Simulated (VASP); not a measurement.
Set up this calculation in VASP 6.6.1, as the native input.

```yaml
Task: work function
Functional: PBE
Potentials_or_basis: VASP PAW PBE potentials, release 64 (Hg)
Cutoff: 520 eV
k_mesh: 9 × 9 × 1
Occupations: fermi-dirac, width 0.05 eV
Spin: no spin polarisation
Dipole_correction: yes
Further_INCAR_settings: ALGO = Normal; EDIFF = 1e-06; EFIELD = 0.1
```

The structure of Hg lies in POSCAR:

```
Hg
1.0
    3.6057960290      0.0000000000      0.0000000000
    1.7995193020      3.1246592269      0.0000000000
    0.0000000000      0.0000000000     23.4440744872
Hg
4
Direct
    0.3343437984      0.3343437984      0.3199102615
    0.6692523297      0.6692523297      0.4410345604
    0.3337790654      0.3337790654      0.5589654396
    0.6686875968      0.6686875968      0.6800897385
```

The slab is cut from a database's or a generator's crystal, which needn't be the stable form of the element.

These files were run (other wordings do the same):

INCAR

```
PREC = Accurate
ENCUT = 520
EDIFF = 1E-6
ISMEAR = -1
SIGMA = 0.05
LREAL = False
LASPH = True
NELM = 60
ALGO = Normal
ISIF = 2
LWAVE = False
LCHARG = False
LDIPOL = True
IDIPOL = 3
DIPOL = 0.5 0.5 0.500
GGA = PE
EFIELD = 0.1
LVHAR = True
LVACPOTAV = True
```

KPOINTS

```
regular mesh
0
Gamma
  9 9 1
```

Potentials or basis: VASP PAW PBE potentials, release 64 (Hg).

The run is started by

```bash
$ cat potpaw_PBE.64/Hg/POTCAR > POTCAR
$ mpirun -np 1 vasp_std > vasp.out
```

It gave:

* Largest force: 0.009 eV/Å
* Band gap on the k mesh: 1.37 eV, indirect (least direct gap 1.79 eV)
* Ionisation potential of the upper face: 4.81 eV

Caveat: spin-orbit coupling is left out, which moves the levels of the heavy elements.

Run time: 4 min on 1 thread of Intel(R) Xeon(R) Platinum 8259CL CPU @ 2.50GHz (Skylake/Cascade Lake) (shared host), peak memory 0.44 GiB.
